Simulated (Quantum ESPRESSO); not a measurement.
ZrC:

```xyz
4
Lattice="3.3915 0.0000 0.0000 -1.6957 2.9371 0.0000 0.0000 0.0000 5.2901" Properties=species:S:1:pos:R:3 pbc="T T T"
Zr    1.6957    0.9790    3.9675
Zr    0.0000    1.9581    1.3225
C     0.0000    0.0000    2.6450
C     0.0000    0.0000    0.0000
```

The cell comes from a database or a generator and needn't be the stable form of this composition.

| Item | Value |
| --- | --- |
| Program | Quantum ESPRESSO 7.5 |
| Task | single point |
| Functional | PBEsol |
| Potentials or basis | GBRV 1.5 PBEsol |
| Cutoff | 612 eV |
| Density cutoff | 4898 eV |
| k mesh | 9 × 9 × 5 |
| Occupations | fermi-dirac, width 0.05 eV |
| Spin | no spin polarisation |

On this cell: pressure -7.9 GPa; largest force under 0.003 eV/Å; band gap on the k mesh none (metal or under the smearing width).

The same run follows on a disturbed copy (atoms moved at random, drawn with an rms of 0.05 Å):

```
Zr C
1.0
     3.39148    0.00000    0.00000
    -1.69574    2.93710    0.00000
     0.00000    0.00000    5.29005
Zr C
2 2
Direct
  0.65650 0.33618 0.74578
  0.35343 0.68148 0.25339
  0.98932 0.99143 0.50103
  0.00190 0.99084 0.99757
```

Question: What changes?

Answer: The energy (extrapolated to zero smearing) moves by +20.0 meV/atom; pressure -7.3 GPa; largest force 1.265 eV/Å; band gap on the k mesh none (metal or under the smearing width).

Forces on the atoms (eV/Å):
```
Zr   0.501 -0.491  0.583
Zr  -0.615 -0.923 -0.609
C    0.241  0.741 -0.082
C   -0.126  0.672  0.107
```

Stress tensor (GPa, compression positive):
```
-8.10 -0.10  0.47
-0.10 -7.92  0.14
 0.47  0.14 -5.89
```
